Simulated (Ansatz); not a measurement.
**ZrC: single point with HSE06 form with a typed share of exact exchange**

ZrC:

```
CELL_PARAMETERS angstrom
0.03176 2.34785 2.33822
2.40638 0.02779 2.34218
2.40352 2.34896 0.03065
ATOMIC_POSITIONS crystal
Zr 0.50288 0.49615 0.50634
C 0.99712 0.00385 0.99366
```

The cell isn't the ideal one: all atoms moved at random, sigma 0.02 Å a component, cell strained at random, sigma 0.01.

* Program: Ansatz 0.2.0
* Task: single point
* Functional: HSE06 form with a typed share of exact exchange
* Potentials or basis: Ansatz PAW
* Cutoff: 420 eV (not typed: the program's choice for these potentials)
* k mesh: 5 × 5 × 5
* Occupations: fermi-dirac, width 0.05 eV
* Spin: no spin polarisation
* Screening (1/Å): 0.2
* Share of exact exchange: 0.25

The pressure is -0.3 GPa. The largest force is 0.163 eV/Å and the band gap on the k mesh is none (metal or under the smearing width).

Forces in eV/Å, atoms in the order of the input:
```
Zr  -0.050 -0.149 -0.044
C    0.050  0.149  0.044
```

Stress tensor (GPa, compression positive):
```
-5.38 -2.26 -2.63
-2.26  1.86 -1.57
-2.63 -1.57  2.63
```

Levels at points of the mesh, in eV from the Fermi level:
| k point | band 4 | band 5 | band 6 | band 7 | band 8 | band 9 | band 10 | band 11 | band 12 |
| --- | --- | --- | --- | --- | --- | --- | --- | --- | --- |
| (0.00, 0.00, 0.00) | -27.82 | -12.85 | 0.88 | 1.02 | 1.11 | 1.71 | 1.87 | 2.07 | 3.31 |

It took 22 s on 1 × NVIDIA H100 80GB HBM3 with 2 threads of AMD EPYC 7R13 Processor (Zen 3), with other jobs on the host, peak memory 1.6 GiB.

Caveat: the k mesh is coarse (spacing up to 0.47 Å⁻¹), so the values aren't converged, least of all with exact exchange; the PAW data sets come from PBE, with cores solved anew for the run's functional, which leaves a small shift of forces and pressure; the thresholds are loose for stress.
